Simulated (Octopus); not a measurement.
## Al: equation of state with PBE

Crystal: Al.

```xyz
1
Lattice="-1.5912 1.5912 1.5912 1.5912 -1.5912 1.5912 1.5912 1.5912 -1.5912" Properties=species:S:1:pos:R:3 pbc="T T T"
Al    0.0000    0.0000    0.0000
```

This isn't the form of Al at room conditions, which is fcc.

```yaml
Program: Octopus 16.4
Task: equation of state
Functional: PBE
Potentials_or_basis: pseudodojo_pbe (PseudoDojo 0.5, PBE)
k_mesh: 12 × 12 × 12
Occupations: fermi-dirac, width 0.05 eV
Spin: no spin polarisation
```

* Equilibrium volume: 16.92 Å³/atom
* Bulk modulus: 61 GPa
* Pressure derivative of the bulk modulus: 5.8 (rough: it moves with the points fitted)

Energy against volume, from the lowest point:
```
volume (Å³/atom)  energy (meV/atom)
          15.149              45.02
          15.471              28.67
          15.793              16.52
          16.116               7.54
          16.438               2.79
          16.760               0.00
          17.083               0.08
```

All runs of the series together: 4 min on 1 thread of AMD EPYC 9R45 96-Core Processor (Zen 5), on a shared host.

Caveat: the number of grid points is fixed, so the spacing changes with the cell, which shifts volumes and moduli.
